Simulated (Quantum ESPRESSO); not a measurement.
The system is SnTe.

```
Te Sn
1.0
     0.00000    3.15085    3.15085
     3.15085    0.00000    3.15085
     3.15085    3.15085    0.00000
Te Sn
1 1
Direct
  0.50000 0.50000 0.50000
  0.00000 0.00000 0.00000
```

```yaml
Program: Quantum ESPRESSO 7.5
Task: relaxation of cell and atoms
Functional: PBEsol
Dispersion: D3
Potentials_or_basis: GBRV 1.5 PBEsol
Cutoff: 925 eV
Density_cutoff: 7401 eV
k_mesh: 7 × 7 × 7
Occupations: fermi-dirac, width 0.05 eV
Spin: no spin polarisation
```

At the start: pressure -1.3 GPa; volume 31.28 Å³/atom.

Task: Where does the relaxation end?

Result: Over 3 steps the energy falls by 3.1 meV/atom and the volume is 30.37 Å³/atom (-2.9 %); space group Fm-3m (No. 225, to 0.05 Å).

Step by step:
```tsv
step	energy change (eV)	largest force (eV/Å)	pressure (GPa)	volume (Å³)
1	0.0000	0.0000	-1.33	62.56
2	-0.0024	0.0000	-1.09	62.21
3	-0.0062	0.0000	0.06	60.74
```

Final structure:
```
Te Sn
1.0
     0.00000    3.11993    3.11993
     3.11993    0.00000    3.11993
     3.11993    3.11993    0.00000
Te Sn
1 1
Direct
  0.50000 0.50000 0.50000
  0.00000 0.00000 0.00000
```
